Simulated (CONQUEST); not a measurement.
# LiF (Griceite) (Fm-3m) in CONQUEST: equation of state

Aim: energy against volume of LiF (Griceite) in PBEsol, for its equilibrium volume and stiffness.

Everything below comes from runs of CONQUEST 1.3. Logs are shortened: lines on timing, memory, paths and dates and some standing lists are left out, and cuts for length are marked.

### 1 Starting point

Symmetry: Fm-3m, No. 225, cubic system. Conventional cell: a = 4.028 Å, b = 4.028 Å, c = 4.028 Å, α = 90.00°, β = 90.00°, γ = 90.00°. Around F (site symmetry m-3m) lie 6 Li at 2.01 Å. Li (site symmetry m-3m) has 6 F at 2.01 Å as nearest neighbours.

### 2 Equation of state, PBEsol, 7.68 Å³/atom (volume scaled by 0.94)

Conquest_input reads:

```
IO.Title LiF
IO.Coordinates coords.dat
IO.FractionalAtomicCoords T
IO.Iprint 2
IO.Iprint_init 1
General.NumberOfSpecies 2
General.PseudopotentialType hamann
AtomMove.TypeOfRun static
AtomMove.FullStress T
Grid.PointsAlongX 32
Grid.PointsAlongY 32
Grid.PointsAlongZ 48
DM.SolutionMethod diagon
Diag.MPMesh T
Diag.GammaCentred T
Diag.MPMeshX 9
Diag.MPMeshY 9
Diag.MPMeshZ 7
Diag.kT 0.00183747
minE.SCTolerance 1e-6
SC.MaxIters 100
IO.AtomChargeOutput T
%block ChemicalSpeciesLabel
1 19.000 F
2 6.940 Li
%endblock
```

coords.dat reads:

```
    5.2724922374     0.0000000000     0.0000000000
    0.0000000000     5.2724922374     0.0000000000
    0.0000000000     0.0000000000     7.4564300287
4
  0.0000000000   0.0000000000   0.5000000000 1 T T T
  0.5000000000   0.5000000000   0.0000000000 1 T T T
  0.0000000000   0.0000000000   0.0000000000 2 T T T
  0.5000000000   0.5000000000   0.5000000000 2 T T T
```

Potentials or basis: PseudoDojo NC PBEsol, DZP, grid of 32 × 32 × 48 points.

The run is started by

```console
$ OMP_NUM_THREADS=1 Conquest
```

Log:

```text
Simulation cell dimensions:     5.2725 a0 x     5.2725 a0 x     7.4564 a0

      Atomic coordinates (a0)
         Atom         X         Y         Z  Species
            1    0.0000    0.0000    3.7282        1
            2    2.6362    2.6362    0.0000        1
            3    0.0000    0.0000    0.0000        2
            4    2.6362    2.6362    3.7282        2

         Monkhorst-Pack mesh:   9 x   9 x   7 gamma-centred
        This calculation includes non-local pseudopotentials,
         with a maximum core radius of     10.20098956

    Job title: LiF
    Job to be run: static calculation

[... 5 lines left out ...]
      Using Fermi-Dirac smearing

    Integration grid size:     32 x   32 x   48

    Integration grid spacing:  0.165 a0 x 0.165 a0 x 0.155 a0

    Number of species:  2
    --------------------------------------------------------
    |   #  mass (au)  Charge (e)  SF Rad (a0)  NSF  Label  |
    --------------------------------------------------------
    |   1     19.000       7.000        4.613   13  F      |
    |   2      6.940       3.000       10.380    6  Li     |
    --------------------------------------------------------
          SCF tolerance:                 0.00000100
          SCF iterations:               100

    LibXC version:  6. 2. 2
    Using the GGA functional Perdew, Burke & Ernzerhof SOL
    Using the GGA functional Perdew, Burke & Ernzerhof SOL

           radial cut-off to be used is taken to be max PAO cut-off radius for this species:    4.420713

           greatest ang. mom. for making density from PAOs:  2

           radial cut-off to be used is taken to be max PAO cut-off radius for this species:   10.200990

           greatest ang. mom. for making density from PAOs:  1
    Minimum blocs/proc is      768. Maximum blocs/proc is      768
    set_atom_dens: In set_atomic_density, electrons :      20.000000000000
 matrix_size & matrix_size_padH =           38          38

    Screened ion int: energy:     -45.851449862747 Ha

    new_SC_potl: Starting.  Tolerance:  0.10000E-05

    PulayMixSC: Starting Pulay mixing, A_up =  0.500 A_dn =  0.500
    PulayMixSC: Spin non-polarised calculation.
          Harris-Foulkes Energy            :       -63.695248442351783 Ha
          (TS=0 as O(N) or entropic contribution is negligible)
          DFT Total Energy                 :       -63.651300053626223 Ha
          Total number of electrons        :        20.000000000000455
    PulayMixSC: Pulay iteration     1 residual:              0.57931E-02
          Harris-Foulkes Energy            :       -63.677356834680211 Ha
          (TS=0 as O(N) or entropic contribution is negligible)
          DFT Total Energy                 :       -63.675048977259983 Ha
          Total number of electrons        :        20.000001401615595
    PulayMixSC: Pulay iteration     2 residual:              0.26504E-02
          Harris-Foulkes Energy            :       -63.676422169236957 Ha
          (TS=0 as O(N) or entropic contribution is negligible)
          DFT Total Energy                 :       -63.676422101498474 Ha
          Total number of electrons        :        20.000002110264521
    PulayMixSC: Pulay iteration     3 residual:              0.10572E-02
          Harris-Foulkes Energy            :       -63.676447684506385 Ha
          (TS=0 as O(N) or entropic contribution is negligible)
          DFT Total Energy                 :       -63.676447373686635 Ha
          Total number of electrons        :        20.000003524876764
    PulayMixSC: Pulay iteration     4 residual:              0.55961E-04
          Harris-Foulkes Energy            :       -63.676447490831919 Ha
          (TS=0 as O(N) or entropic contribution is negligible)
          DFT Total Energy                 :       -63.676447476586475 Ha
          Total number of electrons        :        20.000003868592362
    PulayMixSC: Pulay iteration     5 residual:              0.41097E-05
          Harris-Foulkes Energy            :       -63.676447488290776 Ha
          (TS=0 as O(N) or entropic contribution is negligible)
          DFT Total Energy                 :       -63.676447488292965 Ha
          Total number of electrons        :        20.000003885440918
    PulayMixSC: Pulay iteration     6 residual:              0.28555E-06
    PulayMixSC: Reached SCF tolerance of  0.28555E-06 after      6 iterations
      | Number of electrons      =        20.000004
      |* band energy as 2Tr[K.H] =       -19.630257380766334 Ha
      |  screened ion-ion energy =       -45.851449862746883 Ha
      |  Ha correction           =        -0.664069517583608 Ha
      |  XC correction           =         2.469330982300917 Ha
      |* Harris-Foulkes energy   =       -63.676447488290776 Ha
      |* DFT total energy        =       -63.676447488292965 Ha
      |  estimated accuracy      =         0.000000000002188 Ha

    force: Forces on atoms (Ha/a0)
    force:  Atom   X              Y              Z
    force:     1   0.0000000000  -0.0000000000  -0.0000000000
    force:     2  -0.0000000000   0.0000000000   0.0000000000
    force:     3   0.0000000000  -0.0000000000   0.0000000000
    force:     4  -0.0000000000  -0.0000000000  -0.0000000000

    force: Maximum force :        0.00000000(Ha/a0) on atom         2 in z direction
    force: Force Residual:        0.00000000 Ha/a0
    force: Total stress:         -4.36026362     0.00000000     0.00000000 GPa
                             0.00000000    -4.36026362     0.00000000
                             0.00000000     0.00000000    -4.71254770
    force: Average pressure:      4.47769165 GPa

    force: Finished force
    get_E_and_F: Change in energy during last step of electronic optimisation:  0.25411E-08

    BIBLIOGRAPHY: Please consider citing the following references in the conquest.bib file

    CONQUEST:         Bowler2002pt, Miyazaki2004, Nakata2020
    Basis:            Bowler2019
    DM:               Bowler:2006xr
    Pseudopotentials: Hamann2013, Bowler2019
    XC references from LibXC:
```

Run time: 1.9 min. Hardware: 1 thread of Intel Xeon 6975P-C (Granite Rapids), shared host; peak memory 0.66 GiB.

Results:

* Free energy: -1732.7244 eV
* Pressure: 4.5 GPa
* Band gap on the k mesh: 9.46 eV
* Mulliken charges: F -0.56; Li +0.56 e

Caveat: Mulliken charges move with the basis; an odd mesh through Γ misses points on the zone boundary, where band edges often lie; the basis of atomic orbitals isn't converged, which shifts pressures, moduli and gaps; the real-space grid breaks the cell's symmetry a little.

### 3 Equation of state, PBEsol, 7.84 Å³/atom (volume scaled by 0.96)

Conquest_input is that of step 2.

coords.dat reads:

```
    5.3096236879     0.0000000000     0.0000000000
    0.0000000000     5.3096236879     0.0000000000
    0.0000000000     0.0000000000     7.5089418296
4
  0.0000000000   0.0000000000   0.5000000000 1 T T T
  0.5000000000   0.5000000000   0.0000000000 1 T T T
  0.0000000000   0.0000000000   0.0000000000 2 T T T
  0.5000000000   0.5000000000   0.5000000000 2 T T T
```

Potentials or basis: PseudoDojo NC PBEsol, DZP, grid of 32 × 32 × 48 points.

The run is started by

```console
$ OMP_NUM_THREADS=1 Conquest
```

It took 1.8 min on 1 thread of Intel Xeon 6975P-C (Granite Rapids), shared host; peak memory 0.67 GiB.

Results (log left out):

```yaml
Free_energy: -1732.7396 eV
Pressure: 2.9 GPa
Band_gap_on_the_k_mesh: 9.26 eV
Mulliken_charges: F -0.56; Li +0.56 e
```

Caveat: Mulliken charges move with the basis; an odd mesh through Γ misses points on the zone boundary, where band edges often lie; the basis of atomic orbitals isn't converged, which shifts pressures, moduli and gaps.

### 4 Equation of state, PBEsol, 8.01 Å³/atom (volume scaled by 0.98)

Conquest_input is that of step 3.

coords.dat reads:

```
    5.3462429394     0.0000000000     0.0000000000
    0.0000000000     5.3462429394     0.0000000000
    0.0000000000     0.0000000000     7.5607292717
4
  0.0000000000   0.0000000000   0.5000000000 1 T T T
  0.5000000000   0.5000000000   0.0000000000 1 T T T
  0.0000000000   0.0000000000   0.0000000000 2 T T T
  0.5000000000   0.5000000000   0.5000000000 2 T T T
```

Potentials or basis: PseudoDojo NC PBEsol, DZP, grid of 32 × 32 × 48 points.

The run is started by

```console
$ OMP_NUM_THREADS=1 Conquest
```

Log:

```text
Simulation cell dimensions:     5.3462 a0 x     5.3462 a0 x     7.5607 a0

      Atomic coordinates (a0)
         Atom         X         Y         Z  Species
            1    0.0000    0.0000    3.7804        1
            2    2.6731    2.6731    0.0000        1
            3    0.0000    0.0000    0.0000        2
            4    2.6731    2.6731    3.7804        2

         Monkhorst-Pack mesh:   9 x   9 x   7 gamma-centred
        This calculation includes non-local pseudopotentials,
         with a maximum core radius of     10.20098956

    Job title: LiF
    Job to be run: static calculation

    Ground state search:
      Support functions represented with PAO basis
      1:1 PAO to SF mapping
      Non-spin-polarised electrons
      Solving for the K matrix using diagonalisation
      Using Fermi-Dirac smearing

    Integration grid size:     32 x   32 x   48

    Integration grid spacing:  0.167 a0 x 0.167 a0 x 0.158 a0

    Number of species:  2
    --------------------------------------------------------
    |   #  mass (au)  Charge (e)  SF Rad (a0)  NSF  Label  |
    --------------------------------------------------------
    |   1     19.000       7.000        4.678   13  F      |
    |   2      6.940       3.000       10.525    6  Li     |
    --------------------------------------------------------
          SCF tolerance:                 0.00000100
          SCF iterations:               100

    LibXC version:  6. 2. 2
    Using the GGA functional Perdew, Burke & Ernzerhof SOL
    Using the GGA functional Perdew, Burke & Ernzerhof SOL

           radial cut-off to be used is taken to be max PAO cut-off radius for this species:    4.420713

           greatest ang. mom. for making density from PAOs:  2

           radial cut-off to be used is taken to be max PAO cut-off radius for this species:   10.200990

           greatest ang. mom. for making density from PAOs:  1
    Minimum blocs/proc is      768. Maximum blocs/proc is      768
    set_atom_dens: In set_atomic_density, electrons :      20.000000000000
 matrix_size & matrix_size_padH =           38          38

    Screened ion int: energy:     -46.074846669397 Ha

    new_SC_potl: Starting.  Tolerance:  0.10000E-05

    PulayMixSC: Starting Pulay mixing, A_up =  0.500 A_dn =  0.500
    PulayMixSC: Spin non-polarised calculation.
          Harris-Foulkes Energy            :       -63.695886072842455 Ha
          (TS=0 as O(N) or entropic contribution is negligible)
          DFT Total Energy                 :       -63.651896910168617 Ha
          Total number of electrons        :        19.999999999999226
    PulayMixSC: Pulay iteration     1 residual:              0.57491E-02
          Harris-Foulkes Energy            :       -63.678303166346282 Ha
          (TS=0 as O(N) or entropic contribution is negligible)
          DFT Total Energy                 :       -63.675705276302516 Ha
          Total number of electrons        :        20.000004430889856
    PulayMixSC: Pulay iteration     2 residual:              0.27470E-02
          Harris-Foulkes Energy            :       -63.677273203305049 Ha
          (TS=0 as O(N) or entropic contribution is negligible)
          DFT Total Energy                 :       -63.677283829552671 Ha
          Total number of electrons        :        20.000006100803464
    PulayMixSC: Pulay iteration     3 residual:              0.10833E-02
          Harris-Foulkes Energy            :       -63.677312804988659 Ha
          (TS=0 as O(N) or entropic contribution is negligible)
          DFT Total Energy                 :       -63.677312493033220 Ha
          Total number of electrons        :        20.000009193108799
    PulayMixSC: Pulay iteration     4 residual:              0.56548E-04
          Harris-Foulkes Energy            :       -63.677312633679293 Ha
          (TS=0 as O(N) or entropic contribution is negligible)
          DFT Total Energy                 :       -63.677312612603941 Ha
          Total number of electrons        :        20.000009477199956
    PulayMixSC: Pulay iteration     5 residual:              0.47597E-05
          Harris-Foulkes Energy            :       -63.677312629253805 Ha
          (TS=0 as O(N) or entropic contribution is negligible)
          DFT Total Energy                 :       -63.677312629251013 Ha
          Total number of electrons        :        20.000009501155709
    PulayMixSC: Pulay iteration     6 residual:              0.29142E-06
    PulayMixSC: Reached SCF tolerance of  0.29142E-06 after      6 iterations
      | Number of electrons      =        20.000010
      |* band energy as 2Tr[K.H] =       -19.396404153575112 Ha
      |  screened ion-ion energy =       -46.074846669397147 Ha
      |  Ha correction           =        -0.668293061922364 Ha
      |  XC correction           =         2.462233018820966 Ha
      |* Harris-Foulkes energy   =       -63.677312629253805 Ha
      |* DFT total energy        =       -63.677312629251013 Ha
      |  estimated accuracy      =        -0.000000000002792 Ha

    force: Forces on atoms (Ha/a0)
    force:  Atom   X              Y              Z
    force:     1   0.0000000000   0.0000000000  -0.0000000000
    force:     2   0.0000000000   0.0000000000   0.0000000000
    force:     3   0.0000000000   0.0000000000   0.0000000000
    force:     4  -0.0000000000  -0.0000000000   0.0000000000

    force: Maximum force :        0.00000000(Ha/a0) on atom         1 in z direction
    force: Force Residual:        0.00000000 Ha/a0
    force: Total stress:         -1.36909316     0.00000000     0.00000000 GPa
                             0.00000000    -1.36909316     0.00000000
                             0.00000000     0.00000000    -1.14180735
    force: Average pressure:      1.29333123 GPa

    force: Finished force
    get_E_and_F: Change in energy during last step of electronic optimisation:  0.44255E-08

    BIBLIOGRAPHY: Please consider citing the following references in the conquest.bib file

    CONQUEST:         Bowler2002pt, Miyazaki2004, Nakata2020
    Basis:            Bowler2019
    DM:               Bowler:2006xr
    Pseudopotentials: Hamann2013, Bowler2019
    XC references from LibXC:
```

It took 1.9 min on 1 thread of Intel Xeon 6975P-C (Granite Rapids), shared host; peak memory 0.66 GiB.

What came out:

| Property | Result |
| --- | --- |
| Free energy | -1732.7479 eV |
| Pressure | 1.3 GPa |
| Band gap on the k mesh | 9.07 eV |
| Mulliken charges | F -0.56; Li +0.56 e |

Caveat: Mulliken charges move with the basis; an odd mesh through Γ misses points on the zone boundary, where band edges often lie; the basis of atomic orbitals isn't converged, which shifts pressures, moduli and gaps; the real-space grid breaks the cell's symmetry a little.

### 5 Equation of state, PBEsol, 8.17 Å³/atom

Conquest_input is that of step 4.

coords.dat reads:

```
    5.3823672984     0.0000000000     0.0000000000
    0.0000000000     5.3823672984     0.0000000000
    0.0000000000     0.0000000000     7.6118168300
4
  0.0000000000   0.0000000000   0.5000000000 1 T T T
  0.5000000000   0.5000000000   0.0000000000 1 T T T
  0.0000000000   0.0000000000   0.0000000000 2 T T T
  0.5000000000   0.5000000000   0.5000000000 2 T T T
```

The run is started by

```console
$ OMP_NUM_THREADS=1 Conquest
```

It took 1.7 min on 1 thread of Intel Xeon 6975P-C (Granite Rapids), shared host; peak memory 0.64 GiB.

Results (log left out):

```
Free energy            : -1732.7500 eV
Pressure               : -0.2 GPa
Band gap on the k mesh : 8.89 eV
Mulliken charges       : F -0.56; Li +0.56 e
```

Caveat: Mulliken charges move with the basis; an odd mesh through Γ misses points on the zone boundary, where band edges often lie; the basis of atomic orbitals isn't converged, which shifts pressures, moduli and gaps; the real-space grid breaks the cell's symmetry a little.

### 6 Equation of state, PBEsol, 8.33 Å³/atom (volume scaled by 1.02)

Conquest_input is that of step 5.

coords.dat reads:

```
    5.4180131537     0.0000000000     0.0000000000
    0.0000000000     5.4180131537     0.0000000000
    0.0000000000     0.0000000000     7.6622276821
4
  0.0000000000   0.0000000000   0.5000000000 1 T T T
  0.5000000000   0.5000000000   0.0000000000 1 T T T
  0.0000000000   0.0000000000   0.0000000000 2 T T T
  0.5000000000   0.5000000000   0.5000000000 2 T T T
```

Potentials or basis: PseudoDojo NC PBEsol, DZP, grid of 32 × 32 × 48 points.

The run is started by

```console
$ OMP_NUM_THREADS=1 Conquest
```

Run time: 2.1 min. Hardware: 1 thread of Intel Xeon 6975P-C (Granite Rapids), shared host; peak memory 0.64 GiB.

The run converged. Its results:

| Property | Result |
| --- | --- |
| Free energy | -1732.7460 eV |
| Pressure | -1.7 GPa |
| Band gap on the k mesh | 8.72 eV |
| Mulliken charges | F -0.56; Li +0.56 e |

Caveat: Mulliken charges move with the basis; an odd mesh through Γ misses points on the zone boundary, where band edges often lie; the basis of atomic orbitals isn't converged, which shifts pressures, moduli and gaps; the real-space grid breaks the cell's symmetry a little.

### 7 Equation of state, PBEsol, 8.50 Å³/atom (volume scaled by 1.04)

Conquest_input is that of step 6.

coords.dat reads:

```
    5.4531960431     0.0000000000     0.0000000000
    0.0000000000     5.4531960431     0.0000000000
    0.0000000000     0.0000000000     7.7119838015
4
  0.0000000000   0.0000000000   0.5000000000 1 T T T
  0.5000000000   0.5000000000   0.0000000000 1 T T T
  0.0000000000   0.0000000000   0.0000000000 2 T T T
  0.5000000000   0.5000000000   0.5000000000 2 T T T
```

The run is started by

```console
$ OMP_NUM_THREADS=1 Conquest
```

It took 1.8 min on 1 thread of Intel Xeon 6975P-C (Granite Rapids), shared host; peak memory 0.61 GiB.

Results (log left out):

```yaml
Free_energy: -1732.7363 eV
Pressure: -2.9 GPa
Band_gap_on_the_k_mesh: 8.55 eV
Mulliken_charges: F -0.55; Li +0.55 e
```

Caveat: Mulliken charges move with the basis; an odd mesh through Γ misses points on the zone boundary, where band edges often lie; the basis of atomic orbitals isn't converged, which shifts pressures, moduli and gaps; the real-space grid breaks the cell's symmetry a little.

### 8 Equation of state, PBEsol, 8.66 Å³/atom (volume scaled by 1.06)

Conquest_input is that of step 7.

coords.dat reads:

```
    5.4879307124     0.0000000000     0.0000000000
    0.0000000000     5.4879307124     0.0000000000
    0.0000000000     0.0000000000     7.7611060418
4
  0.0000000000   0.0000000000   0.5000000000 1 T T T
  0.5000000000   0.5000000000   0.0000000000 1 T T T
  0.0000000000   0.0000000000   0.0000000000 2 T T T
  0.5000000000   0.5000000000   0.5000000000 2 T T T
```

The run is started by

```console
$ OMP_NUM_THREADS=1 Conquest
```

Run time: 1.7 min. Hardware: 1 thread of Intel Xeon 6975P-C (Granite Rapids), shared host; peak memory 0.61 GiB.

The run converged. Its results:

```
Free energy            : -1732.7222 eV
Pressure               : -4.0 GPa
Band gap on the k mesh : 8.39 eV
Mulliken charges       : F -0.55; Li +0.55 e
```

Caveat: Mulliken charges move with the basis; an odd mesh through Γ misses points on the zone boundary, where band edges often lie; the basis of atomic orbitals isn't converged, which shifts pressures, moduli and gaps; the real-space grid breaks the cell's symmetry a little.

### 9 Equation of state, PBEsol

Potentials or basis: PseudoDojo NC PBEsol, DZP, grid of 32 × 32 × 48 points.

No new run: the results of the series are fitted here.

What came out:

```
Equilibrium volume                      : 8.14 Å³/atom
Bulk modulus                            : 73 GPa
Pressure derivative of the bulk modulus : 3.2 (rough: it moves with the points fitted)
```

Energy against volume, from the lowest point:
| volume (Å³/atom) | energy (meV/atom) |
| --- | --- |
| 7.679 | 6.41 |
| 7.842 | 2.61 |
| 8.006 | 0.52 |
| 8.169 | 0.00 |
| 8.333 | 1.02 |
| 8.496 | 3.44 |
| 8.659 | 6.96 |

Caveat: the DZP basis gives volumes some 2 % larger than converged bases do, and moduli off by several per cent; the basis of atomic orbitals isn't converged, which shifts pressures, moduli and gaps.
